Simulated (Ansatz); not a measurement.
# NiAs-type NiO

Method: PBEsol, scalar-relativistic; collinear spin; PAW, 420 eV, 12×12×8 k-mesh, Gaussian smearing of 0.05 eV; code Ansatz; PAW files: Ansatz's generated set soft_2.

```
Ni O
1.0
     2.81999    0.00000    0.00000
    -1.40999    2.44218    0.00000
     0.00000    0.00000    5.00281
Ni O
2 2
Direct
  0.00000 0.00000 0.00000
  0.00000 0.00000 0.50000
  0.33333 0.66667 0.25000
  0.66667 0.33333 0.75000
```

The start was a prototype's sites filled with these elements. The Crystallography Open Database lists the compound in space group Fm-3m (rock salt), so this is a trial structure.

Magnetic state: weakly polarised, site spin moments Ni -0.08 μB.

Cell and atoms are those of this level's equilibrium.

Path: Γ–M–K–Γ–A–L–H–A | L–M | H–K, with Γ = (0.000, 0.000, 0.000), M = (0.500, 0.000, 0.000), K = (0.333, 0.333, 0.000), A = (0.000, 0.000, 0.500), L = (0.500, 0.000, 0.500), H = (0.333, 0.333, 0.500) in reciprocal vectors of the calculation's cell.

Question: Is it a metal or an insulator, and if it has a gap, where are the band edges on this path?

Answer: A metal: bands cross the Fermi level.

Bands as a text map, energy in eV from the Fermi level (dashes), each leg drawn with the same width, + spin up, o spin down, # both:
```
  4.86 |    #                      #                    #                  
  4.57 |                  #          #                                     
  4.29 |                            #                    #                 
  4.00 |   #                       #                                       
  3.71 |                                                                   
  3.43 |                          #                                        
  3.14 |                   #                                               
  2.86 |  #                      #                                         
  2.57 |                        +                                          
  2.29 |                    #   o                                          
  2.00 | #                     #                                           
  1.71 |#                    ##                                            
  1.43 |                                                                   
  1.14 |++   +###+          +++                +####           +#####+     
  0.86 |o#####o o###    +  ##oo##+            #o    #        +##o    o#+   
  0.57 |  +  o    #+#+ #o+#+     o#         +#       #      ##         o#  
  0.29 |  o #      o##+++#+o       #  +++++#o         #+  ###            #+
  0.00 |---#--------+######---------##ooo###+----------o#####------------##
 -0.29 |#####++  +###  #+######+   # o#+#   o#         +o  o+##+       ##  
 -0.57 |  + o############  #   o#+#    o      ###++####o    o######++##+###
 -0.86 | +o  +####o     ##  +  +##       #######+##+##    #############o   
 -1.14 |############+  #+######o  #    ###o  o######  #+     ooo#######++  
 -1.43 |  ###oooo  oo####o##    +###  ###           #  o+        oo ##+o###
 -1.71 | #####    +####o##### +#o+#####         +##+ #####         ########
 -2.00 |##    ####o #o #    o####o #  o#      +#o  o###o    +######        
 -2.29 |           #    #         #     ######o           ##o              
 -2.57 |          #      #       #                         ##              
 -2.86 |         #        #    ##                            ##            
        Γ      M      K      Γ      A      L      H      AL       MH      K
```

The run wasn't fully tested for a lower electronic state. So small a moment in a metal hangs on mesh and smearing, and semilocal functionals can overstate it, so the real crystal may have none. Site moments are of spin, integrated over atomic spheres. Compounds of this kind are often insulators, so the metal found may come from the functional, which lacks a U or exact exchange, or from the structure.
